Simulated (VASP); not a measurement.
Wanted: the native input for a VASP 6.6.1 run.

* Task: relaxation of the atoms
* Functional: AM05
* Dispersion: D4
* Potentials or basis: VASP PAW PBE potentials, release 64 (Ti_sv_GW, C_GW)
* Cutoff: 600 eV
* k mesh: 9 × 9 × 9
* Occupations: gaussian, width 0.05 eV
* Spin: no spin polarisation
* Atoms held fixed (from 0): [0]
* Further INCAR settings: ALGO = Normal; EDIFF = 1e-06; NBANDS = 12; IBRION = 2; EDIFFG = -0.01; NSW = 40

The structure of TiC lies in POSCAR:

```
TiC
1.0
    0.0000000000      2.1657188437      2.1657188437
    2.1657188437      0.0000000000      2.1657188437
    2.1657188437      2.1657188437      0.0000000000
Ti C
1 1
Selective dynamics
Direct
    0.0254510000      0.0048930000      0.0066530000  F F F
    0.5091050000      0.5191400000      0.4613390000  T T T
```

The cell is a database's computed one.

The cell isn't the ideal one: atoms moved at random, drawn with an rms of 0.1 Å.

These files were run (other wordings do the same):

INCAR

```
SYSTEM = TiC
ALGO     = Normal         ! electronic algorithm
EDIFF    = 1E-6           ! SCF threshold, eV
EDIFFG   = -0.01          ! ionic threshold
ENCUT    = 600            ! plane-wave cutoff, eV
GGA      = AM             ! functional
IBRION   = 2              ! ionic algorithm
ISIF     = 2              ! what is computed and relaxed
ISMEAR   = 0              ! smearing method
IVDW     = 13             ! dispersion correction
LASPH    = .TRUE.         ! aspherical terms in the spheres
LCHARG   = .FALSE.        ! write CHGCAR
LREAL    = .FALSE.        ! projectors in reciprocal space
LWAVE    = .FALSE.        ! write WAVECAR
NBANDS   = 12             ! bands
NELM     = 80             ! most SCF steps
NSW      = 40             ! ionic steps
PREC     = Accurate       ! precision mode
SIGMA    = 0.05           ! smearing width, eV
```

KPOINTS

```
k-points
0
G
  9 9 9
  0 0 0
```

Potentials or basis: VASP PAW PBE potentials, release 64 (Ti_sv_GW, C_GW).

Run with:

```console
$ cat potpaw_PBE.64/Ti_sv_GW/POTCAR potpaw_PBE.64/C_GW/POTCAR > POTCAR
$ mpirun -np 1 vasp_std > vasp.out
```

It gave:

The energy gained by relaxing is 49.2 meV/atom, the ionic steps are 6 and the pressure after relaxing is -11.3 GPa. The band gap on the k mesh is none (metal or under the smearing width) and the dispersion energy per atom is -0.158 eV.

Caveat: the PAW data sets were made with another functional, which shifts forces and pressure a little; pairwise dispersion overbinds metals, which lowers pressure and volume.

It took 4 min on 1 thread of AMD EPYC 9R45 96-Core Processor (Zen 5), with other jobs on the host, peak memory 0.26 GiB.
